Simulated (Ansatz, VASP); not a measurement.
**Be: VASP beside Ansatz**

```
CELL_PARAMETERS angstrom
4.00754 0.00000 0.00000
0.00000 4.00754 0.00000
0.00000 0.00000 4.00754
ATOMIC_POSITIONS crystal
Be 0.50000 0.50000 0.50000
Be 0.00000 0.00000 0.00000
Be 0.25000 0.00000 0.50000
Be 0.50000 0.25000 0.00000
Be 0.50000 0.75000 0.00000
Be 0.75000 0.00000 0.50000
Be 0.00000 0.50000 0.75000
Be 0.00000 0.50000 0.25000
```

Alike in both runs: task single point; functional PBE; k mesh 4 × 4 × 4; occupations gaussian, width 0.1 eV; no spin polarisation.

|  | VASP | Ansatz |
| --- | --- | --- |
| version | VASP 6.6.1 | Ansatz 0.2.0 |
| potentials or method | VASP PAW PBE potentials, release 64 (Be) | scalar-relativistic, plane waves, PAW |
| plane-wave cutoff (eV) | 520 | 420 |
| valence electrons in the cell | 16 | 16 |

```csv
,VASP,Ansatz,Ansatz less VASP
gap on the k mesh at the Fermi level (eV),none,none,-
pressure (GPa),0.2,0.1,-0.13
```

A gap of «none» marks a metal or a gap that the smearing closes. With one functional, cell and mesh, what is left measures potentials, basis and numerics.

Caveats: the k mesh is coarse (spacing up to 0.39 Å⁻¹), so the values aren't converged.
